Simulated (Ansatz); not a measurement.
**A film clamped to a substrate in Br**

The calculation used Ansatz, DFT PBE+D3(BJ), scalar-relativistic, plane waves, PAW. Settings: plane waves to 420 eV, k-mesh 24×24×24 (Γ-centred), Gaussian smearing 0.15 eV. No spin polarisation. Energies are free energies at this smearing, counted from the undisturbed cell; pressure is positive in compression.

The undisturbed cell (as given, not relaxed at this level; it stands at -0.2 GPa; this form isn't the usual structure):

```
Br
1.0
    -1.42349    1.42349    3.57752
     1.42349   -1.42349    3.57752
     1.42349    1.42349   -3.57752
Br
1
Direct
  0.00000 0.00000 0.00000
```

The cell (1 atom, V0 = 29.00 Å³) is strained by p along both x and y and by q along z, fractional coordinates fixed. τp = (1/V0) ∂E/∂p = (σxx + σyy)(1 + p)(1 + q) and τq = (1/V0) ∂E/∂q = σzz(1 + p)², with tension positive.

| p | q | ΔE (meV/atom) | τp (GPa) | τq (GPa) |
| --- | --- | --- | --- | --- |
| 0.000 | 0.000 | 0.00 | 0.48 | 0.06 |
| -0.050 | 0.000 | 82.68 | -20.81 | 0.22 |
| 0.050 | 0.000 | 61.75 | 11.89 | 0.03 |
| 0.000 | -0.050 | 4.18 | 0.52 | -1.10 |
| 0.000 | 0.050 | 3.70 | 0.37 | 0.68 |

Get the second derivatives of the energy density.

Central differences give A = ∂τp/∂p = 327 GPa (C11 + C22 + 2 C12), C = ∂τq/∂q = 17.8 GPa (C33) and the cross term B = ∂τq/∂p = -1.9 GPa (C13 + C23); ∂τp/∂q = -1.6 GPa must equal B, and any difference shows higher-order terms. Steps this large leave an error of some per cent of A or C in all of these, which can swamp a small B. The ions are clamped.

A film of this crystal grows with z along the normal on a substrate that imposes p. How does its thickness respond, and what does the misfit cost?

Count p and q from the stress-free cell. A free surface needs τq = 0, so q = −(B/C) p = 0.11 p. The energy density left is (A − B²/C) p²/2 = M p², with the biaxial modulus M = 163 GPa; a misfit of 1 % costs 2.96 meV/atom, against 2.96 meV/atom if the thickness were held.

At p = 0.050 the energies along q are 65.7 (q = -0.050), 61.8 (q = 0.000), 64.8 (q = 0.050) meV/atom.

Does the linear rule hold at this misfit?

A parabola through the lowest point and its neighbours has its minimum at q = 0.003, 61.7 meV/atom. With the stress left in the starting cell, τp0 and τq0, linear elasticity gives q = −(τq0 + Bp)/C = 0.002 and E = V0(τp0 p + τq0 q + Ap²/2 + Bpq + Cq²/2)/N = 78.3 meV/atom. The energies differ by more than a tenth, so the quadratic law fails here: the gap holds the anharmonic part, with some error from the wide steps. Cubic terms also shift the vertex of so wide a parabola.

In a metal these slopes depend on the k mesh and the smearing.